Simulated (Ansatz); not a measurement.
A crystal relaxed with r2SCAN in the PAW code Ansatz has space group I-42d (No. 122) and a = 5.694 Å, c = 10.484 Å.

| atom | site | x | y | z |
| --- | --- | --- | --- | --- |
| Cd | 4a | 0.0000 | 0.0000 | 0.0000 |
| P | 8d | 0.2962 | 0.2500 | 0.1250 |
| Xx | 4b | 0.5000 | 0.5000 | 0.0000 |

The r2SCAN gap is direct at Γ: 1.61 eV. With HSE06 the gap is 2.01 eV and direct, at Γ. PBE gives a direct gap of 1.37 eV at Γ. Meshes: r2SCAN 6×6×6, HSE06 4×4×4, PBE 6×6×6.

Q: Which element is Xx?
A. Pb
B. C
C. Ge
D. Si

A: D. Xx is Si: CdSiP2 as one 8-atom ordering (I-42d) on the zincblende lattice. Cd has 4 P at 2.57 Å; P has 2 Si at 2.26 Å and 2 Cd at 2.57 Å; Si has 4 P at 2.26 Å.

These are computed values for a spin-unpolarised cell that may be hypothetical; none is a measurement.

The runs are scalar-relativistic, without spin-orbit coupling.

The meshes of the hybrids are coarse, so their gaps aren't converged to the digits shown.
